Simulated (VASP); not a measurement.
# Gd (Im-3m) in VASP: further runs

Runs on Gd. Level: PBE. Tasks: single point.

All numbers are computed with VASP 6.6.1; they aren't measurements. Logs are shortened: lines on timing, memory, paths and dates and some standing lists are left out, and cuts for length are marked.

## 1. The structure

Symmetry: Im-3m, No. 229, cubic system. Conventional cell: a = 4.050 Å, b = 4.050 Å, c = 4.050 Å, α = 90.00°, β = 90.00°, γ = 90.00°. Around Gd (site symmetry m-3m) lie 8 Gd at 3.51 Å.

This isn't the form of Gd at room conditions, which is hcp.

## 2. Single point, PBE, collinear spin, ferromagnetic start

INCAR reads:

```
ADDGRID = False
ALGO = Normal
EDIFF = 1E-6
ENCUT = 450
GGA = PE
ISIF = 2
ISMEAR = -5
ISPIN = 2
LASPH = True
LCHARG = False
LMAXMIX = 6
LORBIT = 11
LREAL = False
LWAVE = False
MAGMOM = 7
NELM = 100
PREC = Accurate
SIGMA = 0.2
```

KPOINTS reads:

```
k-points
0
Gamma
  10 10 10
```

POSCAR reads:

```
Gd
1.0
   -2.0250000000      2.0250000000      2.0250000000
    2.0250000000     -2.0250000000      2.0250000000
    2.0250000000      2.0250000000     -2.0250000000
Gd
1
Direct
    0.0000000000      0.0000000000      0.0000000000
```

Potentials or basis: VASP PAW PBE potentials, release 64 (Gd).

The run is started by

```
> cat potpaw_PBE.64/Gd/POTCAR > POTCAR
> mpirun -np 1 vasp_std > vasp.out
```

OUTCAR:

```text
EDIFF = 1E-6
   ENCUT = 450
   GGA = PE
   ISIF = 2
   ISMEAR = -5
   ISPIN = 2
   LASPH = True
   LORBIT = 11
   LREAL = False
   NELM = 100
   PREC = Accurate

 Found     47 irreducible k-points:

 Following reciprocal coordinates:
            Coordinates               Weight
  0.000000  0.000000  0.000000      1.000000
  0.100000  0.000000  0.000000     12.000000
  0.200000  0.000000  0.000000     12.000000
  0.300000  0.000000  0.000000     12.000000
  0.400000  0.000000  0.000000     12.000000
  0.500000  0.000000  0.000000      6.000000
   k-points           NKPTS =     47   k-points in BZ     NKDIM =     47   number of bands    NBANDS=     17
   number of dos      NEDOS =    301   number of ions     NIONS =      1
   total plane-waves  NPLWV =  13824
   dimension x,y,z NGX =    24 NGY =   24 NGZ =   24
   dimension x,y,z NGXF=    48 NGYF=   48 NGZF=   48
   ions per type =               1
   NGX,Y,Z   is equivalent  to a cutoff of  11.38, 11.38, 11.38 a.u.
   NGXF,Y,Z  is equivalent  to a cutoff of  22.75, 22.75, 22.75 a.u.
 SYSTEM =  unknown system
   PREC   = accura    normal or accurate (medium, high low for compatibility)
   ISTART =      0    job   : 0-new  1-cont  2-samecut
   ICHARG =      2    charge: 1-file 2-atom 10-const
   ISPIN  =      2    spin polarized calculation?
   LNONCOLLINEAR =      F non collinear calculations
   LSORBIT =      F    spin-orbit coupling
   LASPH  =      T    aspherical Exc in radial PAW
   ENCUT  =  450.0 eV  33.07 Ry    5.75 a.u.   6.07  6.07  6.07*2*pi/ulx,y,z
   NELM   =    100;   NELMIN=  2; NELMDL= -5     # of ELM steps
   EDIFF  = 0.1E-05   stopping-criterion for ELM
   LREAL  =      F    real-space projection
   EDIFFG = 0.1E-04   stopping-criterion for IOM
   NSW    =      0    number of steps for IOM
   IBRION =     -1    ionic relax: 0-MD 1-quasi-New 2-CG
   NFREE  =      0    steps in history (QN), initial steepest desc. (CG)
   ISIF   =      2    stress and relaxation
   ISYM   =      2    0-nonsym 1-usesym 2-fastsym
   POTIM  = 0.5000    time-step for ionic-motion
   TEBEG  =    0.0;   TEEND  =   0.0 temperature during run
   PSTRESS=    0.0 pullay stress
   NELECT =      18.0000    total number of electrons
   NUPDOWN=      -1.0000    fix difference up-down
   EMIN   =  10.00;   EMAX   =-10.00  energy-range for DOS
   EFERMI =   0.00;   METHOD = LEGACY
   ISMEAR =    -5;   SIGMA  =   0.20  broadening in eV -4-tet -1-fermi 0-gaus
   EFERMI_NEDOS =   21; number of points for ismear=-14 and -15
   IALGO  =     38    algorithm
   IMIX   =      4    mixing-type and parameters
     AMIX     =   0.40;   BMIX     =  1.00
     AMIX_MAG =   1.60;   BMIX_MAG =  1.00
  volume/ion in A,a.u.               =      33.22       224.15
  Fermi-wavevector in a.u.,A,eV,Ry     =   1.334711  2.522238 24.238153  1.781454
  Thomas-Fermi vector in A             =   2.463472
   LORBIT       =     11    0 simple, 1 ext, 2 COOP (PROOUT), +10 PAW based schemes
   GGA     = PE    functional components
   LHFCALC =     F    Hartree Fock is set to
   AEXX    =    0.0000 exact exchange contribution
   IVDW    =     0    specifies the selected vdW correction
   LEPSILON=     F    determine dielectric tensor
   LRPA    =     F    only Hartree local field effects (RPA)
 spin polarized calculation
 Fermi weights with tetrahedron method with Bloechl corrections
  energy-cutoff  :      450.00
  volume of cell :       33.22
 maximum number of plane-waves:       736
   NGX = 13   NGY = 13   NGZ = 13

 number of electron      17.9999994 magnetization       7.6529990

 Free energy of the ion-electron system (eV)
  ---------------------------------------------------
  ext. energy  EPLUGINS =         0.00000000
  ---------------------------------------------------
  free energy    TOTEN  =       -11.60776269 eV

  energy without entropy =      -11.60776269  energy(sigma->0) =      -11.60776269

 E-fermi :   2.9585     XC(G=0):  -9.9584

 val. band max:        3.0482148568   @ k =   0.2000   0.2000   0.2000
 cond. band min:       2.7700079262   @ k =  -0.4000  -0.4000   0.1000
 fundamental gap:     -0.2782069306
 Fermi energy:         2.9584879791

 spin component 1

 k-point     1 :       0.0000    0.0000    0.0000
  band No.  band energies     occupation
      1     -42.3769      1.00000
      2     -19.3975      1.00000
      3     -19.3975      1.00000
      4     -19.3975      1.00000
      5      -2.1189      1.00000
      6      -2.0101      1.00000
[... 9 lines left out ...]
     16       6.4693      0.00000
     17       6.4693      0.00000

 k-point     2 :       0.1000    0.0000    0.0000
  band No.  band energies     occupation
      1     -42.3706      1.00000
      2     -19.4681      1.00000
      3     -19.4196      1.00000
      4     -19.3980      1.00000
      5      -2.0066      1.00000
      6      -2.0035      1.00000
[... 9 lines left out ...]
     16       6.1906      0.00000
     17       6.4736      0.00000

 k-point     3 :       0.2000    0.0000    0.0000
  band No.  band energies     occupation
      1     -42.3542      1.00000
      2     -19.6470      1.00000
      3     -19.4763      1.00000
      4     -19.3988      1.00000
      5      -1.9992      1.00000
      6      -1.9841      1.00000
[... 9 lines left out ...]
     16       5.9942      0.00000
     17       6.5317      0.00000

 k-point     4 :       0.3000    0.0000    0.0000
  band No.  band energies     occupation
      1     -42.3338      1.00000
      2     -19.8593      1.00000
      3     -19.5454      1.00000
      4     -19.4000      1.00000
      5      -1.9949      1.00000
      6      -1.9619      1.00000
[... 9 lines left out ...]
     16       6.6987      0.00000
     17       6.7106      0.00000

 k-point     5 :       0.4000    0.0000    0.0000
  band No.  band energies     occupation
      1     -42.3172      1.00000
      2     -20.0244      1.00000
      3     -19.6004      1.00000
      4     -19.4009      1.00000
      5      -1.9962      1.00000
      6      -1.9739      1.00000
[... 9 lines left out ...]
     16       6.9809      0.00000
     17       8.2051      0.00000

 k-point     6 :       0.5000    0.0000    0.0000
  band No.  band energies     occupation
      1     -42.3109      1.00000
      2     -20.0862      1.00000
      3     -19.6214      1.00000
      4     -19.4013      1.00000
      5      -1.9977      1.00000
      6      -1.9827      1.00000
[... 9 lines left out ...]
     16       7.1333      0.00000
     17       9.0707      0.00000

 [... further k-points ...]

 spin component 2

 k-point     1 :       0.0000    0.0000    0.0000
  band No.  band energies     occupation
      1     -39.1263      1.00000
      2     -16.9798      1.00000
      3     -16.9798      1.00000
      4     -16.9798      1.00000
      5      -1.2225      1.00000
      6       3.2930      0.00000
[... 9 lines left out ...]
     16       7.5517      0.00000
     17       7.5517      0.00000

 k-point     2 :       0.1000    0.0000    0.0000
  band No.  band energies     occupation
      1     -39.1185      1.00000
      2     -17.0665      1.00000
      3     -17.0059      1.00000
      4     -16.9808      1.00000
      5      -0.9271      1.00000
      6       3.2786      0.00000
[... 9 lines left out ...]
     16       7.2817      0.00000
     17       7.5738      0.00000

 k-point     3 :       0.2000    0.0000    0.0000
  band No.  band energies     occupation
      1     -39.0979      1.00000
      2     -17.2843      1.00000
      3     -17.0728      1.00000
      4     -16.9827      1.00000
      5      -0.1384      1.00000
      6       3.2413      0.00000
[... 9 lines left out ...]
     16       7.1478      0.00000
     17       7.6734      0.00000

 k-point     4 :       0.3000    0.0000    0.0000
  band No.  band energies     occupation
      1     -39.0723      1.00000
      2     -17.5401      1.00000
      3     -17.1539      1.00000
      4     -16.9853      1.00000
      5       0.8065      1.00000
      6       3.2381      0.00000
[... 9 lines left out ...]
     16       7.8980      0.00000
     17       8.1219      0.00000

 k-point     5 :       0.4000    0.0000    0.0000
  band No.  band energies     occupation
      1     -39.0514      1.00000
      2     -17.7373      1.00000
      3     -17.2182      1.00000
      4     -16.9874      1.00000
      5       1.3484      1.00000
      6       3.3026      0.00000
[... 9 lines left out ...]
     16       8.2126      0.00000
     17       9.6914      0.00000

 k-point     6 :       0.5000    0.0000    0.0000
  band No.  band energies     occupation
      1     -39.0435      1.00000
      2     -17.8108      1.00000
      3     -17.2429      1.00000
      4     -16.9882      1.00000
      5       1.4468      1.00000
      6       3.2994      0.00000
[... 9 lines left out ...]
     16       8.3904      0.00000
     17      10.6049      0.00000

 [... further k-points ...]

------------------------ aborting loop because EDIFF is reached ----------------------------------------

  FORCE on cell =-STRESS in cart. coord.  units (eV):
  Direction    XX          YY          ZZ          XY          YZ          ZX
  --------------------------------------------------------------------------------------
  -------------------------------------------------------------------------------------
  Total       -0.1456808     -0.1456808     -0.1456808      0.0000000      0.0000000     -0.0000000
  in kB       -7.0271290     -7.0271290     -7.0271290      0.0000000      0.0000000     -0.0000000
  external PRESSURE =      -7.0271290 kB  Pullay stress =       0.0000000 kB

 VOLUME and BASIS-vectors are now :
 -----------------------------------------------------------------------------
  energy-cutoff  :      450.00
  volume of cell :       33.22
      direct lattice vectors                 reciprocal lattice vectors
    -2.025000000  2.025000000  2.025000000     0.000000000  0.246913580  0.246913580
     2.025000000 -2.025000000  2.025000000     0.246913580  0.000000000  0.246913580
     2.025000000  2.025000000 -2.025000000     0.246913580  0.246913580  0.000000000

 POSITION                                       TOTAL-FORCE (eV/Angst)
 -----------------------------------------------------------------------------------
      0.00000      0.00000      0.00000         0.000000      0.000000     -0.000000
 -----------------------------------------------------------------------------------
    total drift:                                0.000000      0.000000     -0.000000

  FREE ENERGIE OF THE ION-ELECTRON SYSTEM (eV)
  ---------------------------------------------------
  free  energy   TOTEN  =       -11.6077626888 eV

  energy  without entropy=      -11.6077626888  energy(sigma->0) =      -11.60776269

 total charge

# of ion       s       p       d       f       tot
--------------------------------------------------
    1        2.072   5.559   0.589   6.975  15.194

 magnetization (x)

# of ion       s       p       d       f       tot
--------------------------------------------------
    1        0.001  -0.058   0.245   6.829   7.017
```

Wall time 40 s (1 thread of Intel Xeon Platinum 8559C (Emerald Rapids), shared host); peak memory 0.18 GiB.

The run converged, but some of its settings lie outside the range that counts as converged, so its numbers aren't taken as properties of the crystal.

Results:

| Quantity | Value |
| --- | --- |
| Free energy | -11.6078 eV |
| Pressure | -0.7 GPa |
| Band gap on the k mesh | none (metal or under the smearing width) |
| Net moment | 7.65 μB per cell |
| Site moments | Gd +7.02 μB |
| Valence electrons inside the program's atomic spheres | Gd 15.19 |

Caveat: spin-orbit coupling is left out, which moves the levels of the heavy elements; tetrahedron occupations give inexact forces and stress in metals.

## 3. Single point, PBE, collinear spin, ferromagnetic start

INCAR, as its differences from that of step 2:

```diff
@@ -6,3 +6,3 @@
 ISIF = 2
-ISMEAR = -5
+ISMEAR = 1
 ISPIN = 2
```

KPOINTS is that of step 2.

POSCAR is that of step 2.

Potentials or basis: VASP PAW PBE potentials, release 64 (Gd).

The run is started by

```
> cat potpaw_PBE.64/Gd/POTCAR > POTCAR
> mpirun -np 1 vasp_std > vasp.out
```

Wall time 32 s (1 thread of Intel Xeon Platinum 8559C (Emerald Rapids), shared host); peak memory 0.17 GiB.

The run converged, but some of its settings lie outside the range that counts as converged, so its numbers aren't taken as properties of the crystal.

Results:

| Quantity | Value |
| --- | --- |
| Free energy | -11.6033 eV |
| Pressure | -0.9 GPa |
| Band gap on the k mesh | none (metal or under the smearing width) |
| Net moment | 7.69 μB per cell |
| Site moments | Gd +7.05 μB |
| Valence electrons inside the program's atomic spheres | Gd 15.19 |

Caveat: spin-orbit coupling is left out, which moves the levels of the heavy elements.

## 4. Single point, PBE, collinear spin, ferromagnetic start

INCAR, as its differences from that of step 3:

```diff
@@ -6,3 +6,3 @@
 ISIF = 2
-ISMEAR = 1
+ISMEAR = -1
 ISPIN = 2
```

KPOINTS is that of step 3.

POSCAR is that of step 3.

Potentials or basis: VASP PAW PBE potentials, release 64 (Gd).

The run is started by

```
> cat potpaw_PBE.64/Gd/POTCAR > POTCAR
> mpirun -np 1 vasp_std > vasp.out
```

OUTCAR:

```text
EDIFF = 1E-6
   ENCUT = 450
   GGA = PE
   ISIF = 2
   ISMEAR = -1
   ISPIN = 2
   LASPH = True
   LORBIT = 11
   LREAL = False
   NELM = 100
   PREC = Accurate

 Found     47 irreducible k-points:

 Following reciprocal coordinates:
            Coordinates               Weight
  0.000000  0.000000  0.000000      1.000000
  0.100000  0.000000  0.000000     12.000000
  0.200000  0.000000  0.000000     12.000000
  0.300000  0.000000  0.000000     12.000000
  0.400000  0.000000  0.000000     12.000000
  0.500000  0.000000  0.000000      6.000000
   k-points           NKPTS =     47   k-points in BZ     NKDIM =     47   number of bands    NBANDS=     17
   number of dos      NEDOS =    301   number of ions     NIONS =      1
   total plane-waves  NPLWV =  13824
   dimension x,y,z NGX =    24 NGY =   24 NGZ =   24
   dimension x,y,z NGXF=    48 NGYF=   48 NGZF=   48
   ions per type =               1
   NGX,Y,Z   is equivalent  to a cutoff of  11.38, 11.38, 11.38 a.u.
   NGXF,Y,Z  is equivalent  to a cutoff of  22.75, 22.75, 22.75 a.u.
 SYSTEM =  unknown system
   PREC   = accura    normal or accurate (medium, high low for compatibility)
   ISTART =      0    job   : 0-new  1-cont  2-samecut
   ICHARG =      2    charge: 1-file 2-atom 10-const
   ISPIN  =      2    spin polarized calculation?
   LNONCOLLINEAR =      F non collinear calculations
   LSORBIT =      F    spin-orbit coupling
[... 191 lines left out ...]
      6       3.6485      0.03052
[... 97 lines left out ...]
      4     -16.8146      1.00000
      5       1.4392      0.99949
      6       3.6545      0.02965
[... 9 lines left out ...]
     16       8.4610      0.00000
     17      10.6921      0.00000

 [... further k-points ...]

------------------------ aborting loop because EDIFF is reached ----------------------------------------

  FORCE on cell =-STRESS in cart. coord.  units (eV):
  Direction    XX          YY          ZZ          XY          YZ          ZX
  --------------------------------------------------------------------------------------
  -------------------------------------------------------------------------------------
  Total        0.2028322      0.2028322      0.2028322      0.0000000      0.0000000     -0.0000000
  in kB        9.7839089      9.7839089      9.7839089      0.0000000      0.0000000     -0.0000000
  external PRESSURE =       9.7839089 kB  Pullay stress =       0.0000000 kB

 VOLUME and BASIS-vectors are now :
 -----------------------------------------------------------------------------
  energy-cutoff  :      450.00
  volume of cell :       33.22
      direct lattice vectors                 reciprocal lattice vectors
    -2.025000000  2.025000000  2.025000000     0.000000000  0.246913580  0.246913580
     2.025000000 -2.025000000  2.025000000     0.246913580  0.000000000  0.246913580
     2.025000000  2.025000000 -2.025000000     0.246913580  0.246913580  0.000000000

 POSITION                                       TOTAL-FORCE (eV/Angst)
 -----------------------------------------------------------------------------------
      0.00000      0.00000      0.00000         0.000000     -0.000000      0.000000
 -----------------------------------------------------------------------------------
    total drift:                                0.000000      0.000000      0.000000

  FREE ENERGIE OF THE ION-ELECTRON SYSTEM (eV)
  ---------------------------------------------------
  free  energy   TOTEN  =       -11.7681345443 eV

  energy  without entropy=      -11.4376039892  energy(sigma->0) =      -11.60286927

 total charge

# of ion       s       p       d       f       tot
--------------------------------------------------
    1        2.070   5.561   0.556   7.042  15.230

 magnetization (x)

# of ion       s       p       d       f       tot
--------------------------------------------------
    1        0.002  -0.056   0.211   6.744   6.902
```

stdout:

```text
POSCAR found type information on POSCAR Gd
 POSCAR found :  1 types and       1 ions
 scaLAPACK will be used
 LDA part: xc-table for (Slater+PW92), standard interpolation
 POSCAR, INCAR and KPOINTS ok, starting setup
 FFT: planning ... GRIDC
 FFT: planning ... GRID_SOFT
 FFT: planning ... GRID
 WAVECAR not read
 entering main loop
```

It took 38 s on 1 thread of Intel Xeon Platinum 8559C (Emerald Rapids), shared host; peak memory 0.17 GiB.

These settings aren't checked as converged: the numbers below hold their error.

What came out:

| Item | Value |
| --- | --- |
| Free energy | -11.7681 eV |
| Pressure | 1.0 GPa |
| Band gap on the k mesh | none (metal or under the smearing width) |
| Net moment | 7.49 μB per cell |
| Site moments | Gd +6.90 μB |
| Valence electrons inside the program's atomic spheres | Gd 15.23 |

Caveat: spin-orbit coupling is left out, which moves the levels of the heavy elements.

## 5. The reference run

An earlier run on the cell as given: functional PBE; potentials or basis VASP PAW PBE potentials, release 64 (Gd); cutoff 520 eV; k mesh 9 × 9 × 9; occupations fermi-dirac, width 0.05 eV; collinear spin, ferromagnetic start; starting moments [7.0] μB.

- Pressure: 0.0 GPa
- Band gap on the k mesh: none (metal or under the smearing width)
- Net moment: 7.60 μB per cell
- Site moments: Gd +6.99 μB
- Valence electrons inside the program's atomic spheres: Gd 15.20
